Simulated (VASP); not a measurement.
Crystal: Re.

```
Re
1.0
     0.00000    1.94040    1.94040
     1.94040    0.00000    1.94040
     1.94040    1.94040    0.00000
Re
1
Cartesian
  0.0000 0.0000 0.0000
```

This isn't the form of Re at room conditions, which is hcp.

Base run:

| Item | Value |
| --- | --- |
| Program | VASP 6.6.1 |
| Functional | PBEsol |
| Potentials or basis | VASP PAW PBE potentials, release 64 (Re) |
| Cutoff | 700 eV |
| k mesh | 18 × 18 × 18 |
| Occupations | gaussian, width 0.1 eV |
| Spin | no spin polarisation |

Its results: band gap on the k mesh none (metal or under the smearing width); pressure 0.0 GPa.

Question: The run is repeated on the same cell with these changes: functional from PBEsol to r2SCAN; cutoff from 700 eV to 520 eV; further incar settings from ALGO = Fast; EDIFF = 1e-06; NBANDS = 10 to ALGO = Normal; EDIFF = 1e-06; NBANDS = 10. What comes out?

Answer: Band gap on the k mesh none (metal or under the smearing width); pressure 3.8 GPa.

Caveats: the PAW data sets were made with another functional, which shifts forces and pressure a little.
